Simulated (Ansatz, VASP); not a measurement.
# Cross-check of BN between VASP and Ansatz, part 2 of 2

One calculation is typed for both programs; each brings its own data sets and cutoff. How far apart do they land? The cell is taken from a series of VASP runs on this material, whose earlier steps may have relaxed, scaled or displaced it; both programs get it as it stands.

VASP 6.6.1 and Ansatz 0.2.0.

So far: Starting point; Ansatz: band structure, PBE0.

### 3. VASP: band structure, PBE0

Level of this step: PBE0; plane waves and PAW (N, B) (VASP).

The same cell, functional, mesh and smearing now go to VASP, with its own data sets and cutoff.

Lines of VASP's logs that name or quote its potential files are left out, and so is its time.

The run reads the wave functions of an earlier VASP run, which isn't shown here.

INCAR reads:

```
SYSTEM = BN
PREC = Accurate
ENCUT = 460
EDIFF = 1E-06
NELM = 100
ISMEAR = 0
SIGMA = 0.03
LREAL = .FALSE.
ALGO = Normal
LHFCALC = .TRUE.
AEXX = 0.25
GGA = PE
LASPH = .TRUE.
NBANDS = 14
PRECFOCK = Fast
HFRCUT = -1
LORBIT = 11
LWAVE = .FALSE.
LCHARG = .FALSE.
KPAR = 8
```

POSCAR reads:

```
BN
1.0
    2.5039900000      0.0000000000      0.0000000000
   -1.2519950000      2.1685189508      0.0000000000
    0.0000000000      0.0000000000      6.6612000000
N B
2 2
Direct
    0.6666666667      0.3333333333      0.2500000000
    0.3333333333      0.6666666667      0.7500000000
    0.6666666667      0.3333333333      0.7500000000
    0.3333333333      0.6666666667      0.2500000000
```

KPOINTS reads:

```
Automatic mesh
0
Gamma
7 7 2
0 0 0
```

KPOINTS_OPT reads:

```
Line mode
10
Line-mode
Reciprocal
  0.00000000   0.00000000   0.00000000 GAMMA
  0.50000000   0.00000000   0.00000000 M

  0.50000000   0.00000000   0.00000000 M
  0.33333333   0.33333333   0.00000000 K

  0.33333333   0.33333333   0.00000000 K
  0.00000000   0.00000000   0.00000000 GAMMA

  0.00000000   0.00000000   0.00000000 GAMMA
  0.00000000   0.00000000   0.50000000 A

  0.00000000   0.00000000   0.50000000 A
  0.50000000   0.00000000   0.50000000 L

  0.50000000   0.00000000   0.50000000 L
  0.33333333   0.33333333   0.50000000 H

  0.33333333   0.33333333   0.50000000 H
  0.00000000   0.00000000   0.50000000 A

  0.50000000   0.00000000   0.50000000 L
  0.50000000   0.00000000   0.00000000 M

  0.33333333   0.33333333   0.00000000 K
  0.33333333   0.33333333   0.50000000 H
```

PAW data sets: N and B (PBE family, release 64).

The run is started by

```console
$ mpirun -np 8 vasp_std
```

Numbers of over 12 decimals in the logs are rounded to 6 here.

The log of the run:

```text
[banner, memory and clock lines left out]
running    8 mpi-ranks, on    1 nodes
 distrk:  each k-point on    1 cores,    8 groups
 distr:  one band on    1 cores,    1 groups

 POSCAR found type information on POSCAR N B
 POSCAR found :  2 types and       4 ions
|                                                                             |
|           W    W    AA    RRRRR   N    N  II  N    N   GGGG   !!!           |
|           W    W   A  A   R    R  NN   N  II  NN   N  G    G  !!!           |
|           W    W  A    A  R    R  N N  N  II  N N  N  G       !!!           |
|           W WW W  AAAAAA  RRRRR   N  N N  II  N  N N  G  GGG   !            |
|           WW  WW  A    A  R   R   N   NN  II  N   NN  G    G                |
|           W    W  A    A  R    R  N    N  II  N    N   GGGG   !!!           |
|                                                                             |
|     For optimal performance we recommend to set                             |
|       NCORE = 2 up to number-of-cores-per-socket                            |
|     NCORE specifies how many cores store one orbital (NPAR=cpu/NCORE).      |
|     This setting can greatly improve the performance of VASP for DFT.       |
|     The default, NCORE=1 might be grossly inefficient on modern             |
|     multi-core architectures or massively parallel machines. Do your        |
|     Unfortunately you need to use the default for GW and RPA                |
|     calculations (for HF NCORE is supported but not extensively tested      |
|     yet).                                                                   |
|                                                                             |

 LDA part: xc-table for (Slater+PW92), standard interpolation
 found WAVECAR, reading the header
 POSCAR, INCAR and KPOINTS ok, starting setup
 FFT: planning ... GRIDC
 FFT: planning ... GRID_SOFT
 FFT: planning ... GRID
 HFRCUT set to (new)   9.458638
 reading WAVECAR
 the WAVECAR file was read successfully
 initial charge from wavefunction
 entering main loop
       N       E                     dE             d eps       ncg     rms          rms(c)
DAV:   1    -0.426725151319E+02   -0.42673E+02   -0.74395E-01   448   0.102E+01    0.971E-01
DAV:   2    -0.426801083823E+02   -0.75933E-02   -0.29987E-02   538   0.147E+00    0.658E-01
DAV:   3    -0.426758515062E+02    0.42569E-02   -0.75956E-03   538   0.660E-01    0.374E-01
DAV:   4    -0.426757780086E+02    0.73498E-04   -0.16148E-03   526   0.306E-01    0.236E-01
DAV:   5    -0.426756667911E+02    0.11122E-03   -0.67235E-05   508   0.781E-02    0.138E-01
DAV:   6    -0.426756090365E+02    0.57755E-04   -0.60862E-05   520   0.690E-02    0.734E-02
DAV:   7    -0.426755995916E+02    0.94448E-05   -0.15831E-05   538   0.360E-02    0.399E-02
DAV:   8    -0.426755971975E+02    0.23941E-05   -0.18164E-06   368   0.147E-02    0.231E-02
DAV:   9    -0.426755970452E+02    0.15232E-06   -0.10241E-06   340   0.107E-02
   1 F= -.42675597E+02 E0= -.42675597E+02  d E =-.444997E-18
 Start KPOINTS_OPT (optional k-point list driver)
k-point batch [1-16\90]
       N       E                     dE             ncg
DAV:   1    -0.184995399835E+03   -0.79527E+04      448
DAV:   2    -0.160657781001E+04   -0.14216E+04      570
DAV:   3    -0.171454573035E+04   -0.10797E+03      538
DAV:   4    -0.171591938371E+04   -0.13737E+01      598
DAV:   5    -0.171593544132E+04   -0.16058E-01      598
DAV:   6    -0.171593562026E+04   -0.17894E-03      580
DAV:   7    -0.171593562307E+04   -0.28116E-05      460
DAV:   8    -0.171593562315E+04   -0.83141E-07      434
[...]
k-point batch [81-90\90]
       N       E                     dE             ncg
DAV:   1     0.409764211727E+04   -0.83898E+04      280
DAV:   2     0.332198078488E+04   -0.77566E+03      370
DAV:   3     0.327220473274E+04   -0.49776E+02      352
DAV:   4     0.327156801173E+04   -0.63672E+00      340
DAV:   5     0.327156400755E+04   -0.40042E-02      340
DAV:   6     0.327156397599E+04   -0.31551E-04      334
DAV:   7     0.327156397570E+04   -0.29331E-06      254
```

From OUTCAR (step 3):

```text
ion  position               nearest neighbor table
   1  0.667  0.333  0.250-   4 1.45   4 1.45   4 1.45
   2  0.333  0.667  0.750-   3 1.45   3 1.45   3 1.45
   3  0.667  0.333  0.750-   2 1.45   2 1.45   2 1.45
   4  0.333  0.667  0.250-   1 1.45   1 1.45   1 1.45

  LATTYP: Found a hexagonal cell.
 ALAT       =     2.5039900000
 C/A-ratio  =     2.6602342661

 Subroutine GETGRP returns: Found 24 space group operations
 (whereof 12 operations were pure point group operations)

The static configuration has the point symmetry D_3d.
 The point group associated with its full space group is D_6h.

 Found     16 irreducible k-points:

   k-points           NKPTS =     16   k-points in BZ     NKDIM =     98   number of bands    NBANDS=     14

   dimension x,y,z NGX =    18 NGY =   18 NGZ =   48
   dimension x,y,z NGXF=    36 NGYF=   36 NGZF=   96

   ENCUT  =  460.0 eV  33.81 Ry    5.81 a.u.   4.38  4.38 11.65*2*pi/ulx,y,z

   NELECT =      16.0000    total number of electrons

 k-points in reciprocal lattice and weights: Automatic mesh
   0.00000000  0.00000000  0.00000000       0.010
   0.14285714  0.00000000  0.00000000       0.061
   0.28571429  0.00000000  0.00000000       0.061
   0.42857143 -0.00000000  0.00000000       0.061
   0.14285714  0.14285714  0.00000000       0.061
   0.28571429  0.14285714  0.00000000       0.122
   0.42857143  0.14285714  0.00000000       0.061
   0.28571429  0.28571429  0.00000000       0.061
   0.00000000  0.00000000  0.50000000       0.010
[...]
0.42857143  0.14285714  0.50000000       0.061
   0.28571429  0.28571429  0.50000000       0.061

  exchange ACFDT corr.  =         0.00000000  see jH, gK, PRB 81, 115126

 average (electrostatic) potential at core
       1 -59.3660       2 -59.3660       3 -25.6718       4 -25.6718

 E-fermi :   1.1998

 k-point     1 :       0.0000    0.0000    0.0000
  band No.  band energies     occupation
    ...
      4      -3.5045      2.00000
      5      -0.5358      2.00000
      6      -0.5357      2.00000
      7      -0.4965      2.00000
      8      -0.4964      2.00000
      9       8.1960      0.00000
     10      13.7953      0.00000
     11      15.1189      0.00000
     12      15.1190      0.00000
     13      15.2579      0.00000
    ...

 k-point     2 :       0.1429    0.0000    0.0000
  band No.  band energies     occupation
    ...
      4      -2.9616      2.00000
      5      -2.1814      2.00000
      6      -2.1404      2.00000
      7      -1.2820      2.00000
      8      -1.2319      2.00000
      9       8.8970      0.00000
     10      13.5084      0.00000
     11      14.6152      0.00000
     12      15.0494      0.00000
     13      15.5091      0.00000
    ...

 k-point     3 :       0.2857    0.0000    0.0000
  band No.  band energies     occupation
    ...
      4      -5.4466      2.00000
      5      -3.4248      2.00000
      6      -2.6172      2.00000
      7      -2.5546      2.00000
      8      -1.4520      2.00000
      9      10.6036      0.00000
     10      11.4846      0.00000
     11      12.1497      0.00000
     12      13.8465      0.00000
     13      14.8304      0.00000
    ...

  energy-cutoff  :      460.00
  volume of cell :       36.17
      direct lattice vectors                 reciprocal lattice vectors
     2.503990000  0.000000000  0.000000000     0.399362617  0.230572115  0.000000000
    -1.251995000  2.168518951  0.000000000     0.000000000  0.461144229  0.000000000
     0.000000000  0.000000000  6.661200000     0.000000000  0.000000000  0.150123101

 POSITION                                       TOTAL-FORCE (eV/Angst)
 -----------------------------------------------------------------------------------
      1.25200      0.72284      1.66530         0.000000      0.000000     -0.000000
     -0.00000      1.44568      4.99590         0.000000     -0.000000     -0.000000
      1.25200      0.72284      4.99590        -0.000000      0.000000      0.000000
     -0.00000      1.44568      1.66530        -0.000000     -0.000000      0.000000
 -----------------------------------------------------------------------------------
    total drift:                                0.000000      0.000000     -0.000000

  FREE ENERGIE OF THE ION-ELECTRON SYSTEM (eV)
  ---------------------------------------------------
  free  energy   TOTEN  =       -42.6755970452 eV

  energy  without entropy=      -42.6755970452  energy(sigma->0) =      -42.67559705

 total charge
# of ion       s       p       d       tot
------------------------------------------
    1        1.233   2.797   0.000   4.031
    2        1.233   2.797   0.000   4.031
    3        0.750   1.410   0.000   2.160
    4        0.750   1.410   0.000   2.160
--------------------------------------------------
tot          3.967   8.415   0.000  12.381

[... 3 further parts left out ...]
```

### 4. Differences

Known differences besides the potentials themselves: exact exchange at q = 0 is treated differently, which shows on coarse meshes; VASP keeps PBE cores, Ansatz makes them for the functional; the cutoff is 420 eV in Ansatz and 460 eV in VASP; VASP takes a coarser grid for exact exchange (PRECFOCK = Fast). Total energies have different zeros and are not compared.

Both answers:

```
                     quantity  Ansatz   VASP  difference
gap over the path points (eV)   6.304  6.296      +0.008
```

Levels at points of the path, from each program's valence-band top (eV; 4 filled, then empty):

```
k (reciprocal lattice)                                     Ansatz                                       VASP
     0.000 0.000 0.000   -1.63 -1.63 -1.59 -1.59 7.10 12.71 14.06   -1.62 -1.62 -1.58 -1.58 7.11 12.71 14.04
     0.444 0.000 0.000    -4.61 -4.54 -1.96 -0.68 6.70 8.15 11.59    -4.61 -4.54 -1.95 -0.69 6.69 8.14 11.59
     0.500 0.000 0.000    -4.68 -4.62 -1.58 -0.52 6.30 7.81 11.79    -4.67 -4.61 -1.57 -0.53 6.30 7.80 11.79
     0.389 0.222 0.000    -6.97 -6.89 -0.76 -0.08 6.75 7.46 13.71    -6.97 -6.89 -0.76 -0.08 6.75 7.45 13.71
     0.296 0.296 0.000     -7.57 -7.54 -0.67 0.00 6.99 7.37 13.11     -7.57 -7.54 -0.67 0.00 6.99 7.37 13.10
     0.185 0.185 0.000  -4.92 -4.87 -3.93 -2.03 10.11 10.26 10.28  -4.92 -4.86 -3.92 -2.04 10.11 10.26 10.29
     0.000 0.000 0.111   -1.63 -1.63 -1.59 -1.59 7.25 12.47 14.06   -1.62 -1.62 -1.58 -1.58 7.26 12.47 14.04
     0.000 0.000 0.500    -1.61 -1.61 -1.61 -1.61 9.65 9.65 14.13    -1.60 -1.60 -1.60 -1.60 9.66 9.66 14.10
     0.444 0.000 0.500    -4.58 -4.58 -1.32 -1.32 7.18 7.18 12.24    -4.57 -4.57 -1.32 -1.32 7.17 7.17 12.23
     0.389 0.222 0.500    -6.93 -6.93 -0.37 -0.37 6.88 6.88 14.56    -6.93 -6.93 -0.37 -0.37 6.88 6.88 14.56
```

Among the levels compared at these points, filled levels agree within 11 meV and empty ones within 22 meV.

### 5. Outcome

```yaml
difference_in_gap_over_the_path_points_band_structure_pbe0: 0.0076 eV
```

**Reading.** The difference in gap over the path points is 0.0076 eV (band structure, PBE0), within the 0.08 eV picked in this series as the mark of a large difference. How closely two codes agree says nothing of how well the functional describes the real material.

[Lines on the potential files, build, host, timing and source positions are cut from VASP's logs without a mark.]

[Logs are printed without paths, hosts, clocks, repeated set-up lines and the standing remarks that a program may print on its own settings, such as how far it seeks lower states.]

[Hosts, paths, dates, database ids (printed as entryN), source tags and the programs' standing remarks are cut or masked in the printed files.]
